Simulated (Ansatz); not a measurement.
# Si (I4/mmm): check of PAW against all-electron LAPW, by script

A script is to give a check of PAW against all-electron LAPW; the system is Si (I4/mmm).

Computed with Ansatz 0.2.0, driven from Python. The levels of theory stand in the script.

## Step 1: Starting point

Symmetry: I4/mmm, No. 139, tetragonal system. The conventional cell has a = 3.254 Å, b = 3.254 Å, c = 2.641 Å, α = 90.00°, β = 90.00°, γ = 90.00°. Si (site symmetry 4/mmm) is surrounded by 10 Si at 2.64 to 2.65 Å.

Input file si.xyz:

```xyz
1
Lattice="-1.62691493 1.62691493 1.32032985 1.62691493 -1.62691493 1.32032985 1.62691493 1.62691493 -1.32032985" Properties=species:S:1:pos:R:3 pbc="T T T"
Si    0.00000000    0.00000000    0.00000000
```

## Step 2: The code

Contents of si.py:

```python
import ansatz as az
import numpy as np


def count_gap(report):
    # lowest empty less highest filled band, counting bands; zero where they overlap
    return max(report.get("gap_by_band_count_ev") or 0.0, 0.0)

system = az.Crystal.from_extxyz("si.xyz")

base = system.calculation()
base = base.functional("PBE")
base = base.kpoints(mesh=(13, 13, 13))
base = base.occupations("fermi_dirac", width=0.05)
base = base.scf(tolerance=1e-10)
base = base.stress()
base = base.forces().band_table()
variants = {
    "PAW": base.pseudopotentials("paw"),
    "LAPW": base.pseudopotentials("all_electron", lapw=True),
}
rows = []
for label, variant in variants.items():
    data = variant.run().report
    levels = np.array(data["eigenvalues_ev"][0]) - data["fermi_energy_ev"]
    print(label, "levels at the first k-point near E_F:", np.round(levels[np.abs(levels) < 5], 3))
    rows.append((label, data["n_electrons"], np.trace(data["stress_gpa"]) / 3, count_gap(data)))
print("     treatment  electrons in bands           P GPa  gap by band count eV")
for row in rows:
    print(f"{str(row[0]):>14s}  {row[1]:18.1f}  {row[2]:14.3f}  {row[3]:20.3f}")
```

## Step 3: The input behind the calls

The engine receives this input (first run):

```yaml
crystal:
  lattice:
    - [-1.62691493, 1.62691493, 1.32032985]
    - [1.62691493, -1.62691493, 1.32032985]
    - [1.62691493, 1.62691493, -1.32032985]
  atoms:
    - { symbol: Si, position: [0.0, 0.0, 0.0] }
kpoints:
  mp_grid:
    grid: [13, 13, 13]
hamiltonian:
  xc: pbe
  pseudopotentials:
    kind: paw
scf:
  convergence:
    dr2_threshold: 1.0e-10
  occupations:
    method: fermi_dirac
    width: 0.05
output:
  forces: true
  stress: true
  eigenvalues: true
```

## Step 4: Launch

Run with:

```console
> python si.py
```

The program printed:

```text
DeckWarning: basis.ecutwfc = 420 eV, auto-derived from the records' recommended cutoffs: set by Si (normal level)
PAW levels at the first k-point near E_F: []
LAPW levels at the first k-point near E_F: []
     treatment  electrons in bands           P GPa  gap by band count eV
           PAW                 4.0           3.503                 0.000
          LAPW                12.0           3.538                 0.000
```

(Warnings from the package without file and line.)

Wall time 12 s (1 thread of Arm Neoverse N1, shared host); peak memory 0.4 GiB.

## Step 5: Inputs of later runs

The engine's inputs for the other runs:

Run 2, against run 1:

```diff
@@ -14 +14,2 @@
-    kind: paw
+    kind: all_electron
+    lapw: {}
```

## Step 6: What each run gave

One row for each of the 2 runs:

```tsv
run	potentials	energy (eV/atom)	pressure (GPa)	SCF cycles	CPU time (s)
1	paw	-635.3144	3.50	6	2.1
2	all_electron	-7891.7724	3.54	6	9.6
```

Energies are free energies F = E - TS of the smeared occupations. Totals hang on method, basis and potentials, so only like runs compare.

## Step 7: What came out

| quantity | value |
| --- | --- |
| runs compared | 2 |
| difference in pressure | 0.04 GPa |

What this shows: PAW gives 3.503 GPa and LAPW 3.538 GPa, 0.035 GPa apart. They took 2.1 and 9.6 s of processor time. Caveats:
- The mesh is modest for a metal, so energies can be off by several to tens of meV an atom and pressures by half a GPa or more; differences at equal mesh fare better.
- This isn't the structure that Si takes at ambient conditions.
- Pressure is positive in compression; the treatments may keep other shells as core, so totals and counts of electrons can differ. Whether this is the phase that is stable at ambient conditions was not tested.
